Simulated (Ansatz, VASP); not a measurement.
## AlN in VASP and in Ansatz

```
Al N
1.0
    -3.11356    0.00000    0.00000
    -1.55678   -2.69642    0.00000
    -0.38919   -0.67411    9.96670
Al N
4 4
Direct
  0.33333 0.10721 0.90451
  0.33333 0.23221 0.40451
  0.66667 0.62804 0.15451
  0.66667 0.50304 0.65451
  0.33333 0.30946 0.09549
  0.33333 0.18446 0.59549
  0.66667 0.58029 0.34549
  0.66667 0.45529 0.84549
```

Alike in both runs: task single point; functional PBEsol; k mesh 8 × 8 × 3; occupations gaussian, width 0.05 eV; no spin polarisation.

|  | VASP | Ansatz |
| --- | --- | --- |
| version | VASP 6.6.1 | Ansatz 0.2.0 |
| potentials or method | VASP PAW PBE potentials, release 64 (Al, N) | scalar-relativistic, plane waves, PAW |
| plane-wave cutoff (eV) | 520 | 520 |
| valence electrons in the cell | 32 | 32 |

Ansatz gave:

| Quantity | Value |
| --- | --- |
| gap on the k mesh at the Fermi level (eV) | 3.52 |
| least direct gap on the mesh (eV) | 3.52 |
| pressure (GPa) | -0.8 |
| largest component of the traceless stress (GPa) | 5.02 |
| rms of the force components (eV/Å) | 0.404 |

Which values does VASP return?

gap on the k mesh at the Fermi level (eV): 3.53; least direct gap on the mesh (eV): 3.53; pressure (GPa): -0.8; largest component of the traceless stress (GPa): 5.04; rms of the force components (eV/Å): 0.405.

Atom by atom the forces differ by 0.001 eV/Å (rms over components). Ansatz warned: «pseudo_functional_mismatch».

Caveats: the PAW data sets were made with another functional, which shifts forces and pressure a little (VASP); an odd mesh through Γ misses points on the zone boundary, where band edges often lie.
